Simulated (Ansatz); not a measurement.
The system is GaN.

```
Ga N
1.0
     0.00000    2.25350    2.25350
     2.25350    0.00000    2.25350
     2.25350    2.25350    0.00000
Ga N
1 1
Cartesian
  0.0000 0.0000 0.0000
  1.1268 1.1268 1.1268
```

The cell is a database's computed one.

Base run:

* Program: Ansatz 0.2.0
* Functional: r2SCAN
* Potentials or basis: Ansatz PAW
* Cutoff: 500 eV (not typed: the program's choice for these potentials)
* k mesh: 10 × 10 × 10
* Occupations: fermi-dirac, width 0.05 eV
* Spin: no spin polarisation

Its results: band gap on the k mesh 2.13 eV, direct; pressure -1.2 GPa.

Task: The run is repeated on the same cell with these changes: functional from r2SCAN to revPBE; cutoff from 500 eV (not typed: the program's choice for these potentials) to 420 eV (not typed: the program's choice for these potentials). What comes out?

Result: Band gap on the k mesh 1.74 eV, direct; pressure 8.0 GPa.

r2SCAN gives the wider gap, since meta-GGAs in the generalised Kohn-Sham scheme recover part of the derivative discontinuity.

Caveats: the PAW data sets come from PBE, with cores solved anew for the run's functional, which leaves a small shift of forces and pressure.
